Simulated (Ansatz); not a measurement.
# GaSb: the cost of one run

Method: DFT PBE, scalar-relativistic, plane waves, PAW, unless a step names another level, in Ansatz 0.2.0.

4 further runs of the same task are left out: 4 set aside as unsound or not needed.

## Step 1: The formula and the candidates

Pauling electronegativities: Ga 1.81, Sb 2.05 (spread 0.24). The formula balances with common oxidation states: Ga +3, Sb -3, a formal count that means little at so small a spread. Tabulated atomic sizes suggest about 23 Å³/atom. 36 candidates were drawn, by swapping species into database cells of other compounds, at random by space group and Wyckoff sites, or by hand, as the table says:

```
name              made from  space group no.         Wyckoff sites  atoms (primitive cell)  V (Å³/atom)
 c01  database cell of CaMg               51          Ga 2e; Sb 2f                       4         32.4
 c02   database cell of FeN              216          Ga 4a; Sb 4c                       2         20.8
 c03   database cell of GaP              216          Ga 4a; Sb 4d                       2         25.5
 c04                 random              183      Ga 2b, 1a; Sb 3c                       6         29.1
 c05                 random               38          Ga 2b; Sb 2b                       2         26.0
 c06  database cell of SnSb              225          Ga 4a; Sb 4b                       2         24.2
 c07  database cell of NbAs              109          Ga 4a; Sb 4a                       4         21.1
 c08  database cell of AsRu               62          Ga 4c; Sb 4c                       8         19.9
 c09  database cell of GaRh              221          Ga 1b; Sb 1a                       2         20.5
 c10  database cell of PrGe               63          Ga 4c; Sb 4c                       4         25.0
 c11                 random              141          Ga 4b; Sb 4a                       4         28.6
 c12   database cell of CoH              225          Ga 4b; Sb 4a                       2         19.7
 c13                 random               36          Ga 4a; Sb 4a                       4         28.2
 c14                 random               38  Ga 4e, 2b; Sb 4d, 2a                       6         29.7
 c15                 random                4          Ga 2a; Sb 2a                       4         28.8
 c16                 random              107          Ga 2a; Sb 2a                       2         28.7
 c17                 random               38          Ga 2a; Sb 2a                       2         25.2
 c18  database cell of CuTe               59          Ga 2b; Sb 2a                       4         24.3
 c19                 random               38      Ga 2a, 2b; Sb 4d                       4         24.7
 c20                 random              156          Ga 1a; Sb 1b                       2         29.0
 c21                 random              155  Ga 6c, 6c; Sb 9e, 3b                       8         24.5
 c22  database cell of AgPt              187          Ga 1b; Sb 1e                       2         21.4
 c23  database cell of MgGa               51          Ga 2f; Sb 2e                       4         25.5
 c24  database cell of HfOs              221          Ga 1a; Sb 1b                       2         23.9
 c25   database cell of CuS              216          Ga 4d; Sb 4a                       2         23.0
 c26                 random               12          Ga 2d; Sb 2b                       2         25.5
 c27                 random               71          Ga 2d; Sb 2b                       2         25.3
 c28                 random               71  Ga 4h, 2a; Sb 4i, 2d                       6         27.4
 c29                 random              109          Ga 8b; Sb 8b                       8         28.3
 c30                 random               65          Ga 2d; Sb 2b                       2         28.2
 c31                 random              139          Ga 2b; Sb 2a                       2         28.7
 c32  database cell of CuAu              166          Ga 3b; Sb 3a                       2         22.7
 c33   database cell of PbS               36          Ga 4a; Sb 4a                       4         24.7
 c34                 random              187          Ga 1a; Sb 1d                       2         28.3
 c35                 random              123          Ga 1d; Sb 1b                       2         25.2
 c36                 random               69          Ga 4b; Sb 4a                       2         27.6
```

## Step 2: Screening run of c03

input.yaml

```yaml
crystal:
  lattice:
    - [0.0, 2.94472314, 2.94472314]
    - [2.94472314, 0.0, 2.94472314]
    - [2.94472314, 2.94472314, 0.0]
  atoms:
    - { symbol: Ga, position: [0.0, 0.0, 0.0] }
    - { symbol: Sb, position: [0.25, 0.25, 0.25] }
basis:
  ecutwfc: 420
kpoints:
  mp_grid: { grid: [6, 6, 6] }
hamiltonian:
  xc: pbe
scf:
  occupations: { method: gaussian, width: 0.2 }
  lower_state_search: "off"
output:
  forces: true
  stress: true
  eigenvalues: true
relax:
  adjacent_minimum: "off"
  f_tol: 0.08
  max_steps: 16
  cell: { stress_tol: 0.8 }
```

Command:

```sh
ansatz run input.yaml --threads 1 --pin off --max-ram 2560MiB --backend cpu --events-out ev --progress --plain --runs-dir out
```

What time and memory should one allow on 1 thread of Intel Xeon 6975P-C (Granite Rapids), shared host?

About 6.6 s, with a peak of 0.36 GiB.
